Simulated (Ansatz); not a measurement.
Relaxed bulk GeS:

```
Ge S
1.0
    10.83188    0.00000    0.00000
     0.00000    3.58971    0.00000
     0.00000    0.00000    4.54717
Ge S
4 4
Direct
  0.12817 0.25000 0.13573
  0.87183 0.75000 0.86427
  0.37183 0.75000 0.63573
  0.62817 0.25000 0.36427
  0.84457 0.25000 0.51320
  0.15543 0.75000 0.48680
  0.65543 0.75000 0.01320
  0.34457 0.25000 0.98680
```

Miller indices refer to the conventional cell of Pnma (No. 62), a = 10.832 Å, b = 3.590 Å, c = 4.547 Å, α = 90.00°, β = 90.00°, γ = 90.00°. The bulk's gap is 1.35 eV.

The (010) slab of 8 planes, 12.6 Å thick with 15 Å of vacuum as cut; outer planes GeS (top) and GeS (bottom).

Theory: Ansatz, DFT r2SCAN, scalar-relativistic, plane waves, PAW. Plane waves to 500 eV, a k mesh through Γ of 6×3×1 on the computed 32-atom cell and Gaussian smearing (0.05 eV); no spin polarisation. A dipole correction removes the field between periodic images along c.

With the atoms at the bulk's places:

| Property | Result |
| --- | --- |
| Surface energy (mean of both faces) | 0.72 J/m² |
| Gap of the slab on the mesh | 0.83 eV |
| Bulk valence band top under the vacuum level | 5.11 eV |
| Bulk conduction band bottom under the vacuum level | 3.76 eV |

(1) What changes when all atoms relax within this surface cell and its symmetry?

The gap is read on a mesh, which can miss the band edges, so it can be too wide.

Results:

(1) The energy falls by 0.178 J/m² a face, and the largest move is 0.42 Å.

- Surface energy (mean of both faces): 0.55 J/m²
- Gap of the slab on the mesh: 0.91 eV
- Bulk valence band top under the vacuum level: 5.14 eV
- Bulk conduction band bottom under the vacuum level: 3.79 eV

```tsv
plane (bottom to top)	atoms	spacing to next, bulk (Å)	relaxed (Å)	change (%)	rumpling (Å)
1	Ge2S2	1.795	1.633	-9.0	0.302
2	Ge2S2	1.795	1.897	+5.7	0.093
3	Ge2S2	1.795	1.777	-1.0	0.084
4	Ge2S2	1.795	1.812	+1.0	0.071
5	Ge2S2	1.795	1.777	-1.0	0.071
6	Ge2S2	1.795	1.898	+5.7	0.085
7	Ge2S2	1.795	1.633	-9.0	0.093
8	Ge2S2				0.302
```